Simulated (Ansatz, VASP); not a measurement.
**One calculation of Y, two programs**

INCAR

```
SYSTEM = Y
PREC     = Accurate       ! precision mode
ENCUT    = 520            ! plane-wave cutoff, eV
EDIFF    = 1E-6           ! SCF threshold, eV
ISMEAR   = -1             ! smearing method
SIGMA    = 0.08           ! smearing width, eV
LREAL    = .FALSE.        ! projectors in reciprocal space
LASPH    = .TRUE.         ! aspherical terms in the spheres
NELM     = 80             ! most SCF steps
ALGO     = Normal         ! electronic algorithm
ISIF     = 2              ! what is computed and relaxed
LWAVE    = .FALSE.        ! write WAVECAR
LCHARG   = .FALSE.        ! write CHGCAR
GGA      = PS             ! functional
NBANDS   = 12             ! bands
```

KPOINTS

```
regular mesh
0
G
  12 12 12
  0 0 0
```

The input POSCAR:

```
Y
1.0
    2.5660778288      0.0000000000      0.0000000000
    0.0000000000      2.5660778288      0.0000000000
    0.0000000000      0.0000000000      2.5660778288
Y
1
Direct
    0.0000000000      0.0000000000      0.0000000000
```

Input for Ansatz:

```yaml
crystal:
  lattice:
    - [2.5660778288, 0.0, 0.0]
    - [0.0, 2.5660778288, 0.0]
    - [0.0, 0.0, 2.5660778288]
  atoms:
    - { symbol: "Y", position: [0.0, 0.0, 0.0] }
kpoints:
  mp_grid: { grid: [12, 12, 12] }
scf:
  occupations: { method: fermi_dirac, width: 0.08 }
hamiltonian:
  xc: pbesol
  pseudopotentials: { kind: all_electron, lapw: { basis_error: 0.001 } }
output:
  forces: true
  stress: true
  eigenvalues: true
  populations: true
```

Change from the starting cell: volume scaled by 0.52, LAPW.

Alike in both runs: task single point; functional PBEsol; k mesh 12 × 12 × 12; occupations fermi-dirac, width 0.08 eV; no spin polarisation.

|  | VASP | Ansatz |
| --- | --- | --- |
| version | VASP 6.6.1 | Ansatz 0.2.0 |
| potentials or method | VASP PAW PBE potentials, release 64 (Y_sv) | all-electron LAPW, scalar-relativistic |
| plane-wave cutoff (eV) | 520 | see its input |

```csv
,VASP,Ansatz,Ansatz less VASP
pressure (GPa),62.8,62.8,0.00
```

Ansatz ran all-electron here, so the differences hold the error of VASP's frozen core and of both bases.

Caveats: the cell as given lies far from equilibrium; so large a pressure means that the cell lies far from this level's equilibrium, or that cutoff or potentials fall short (VASP); the potentials were made for another functional, which shifts forces and pressure (VASP).
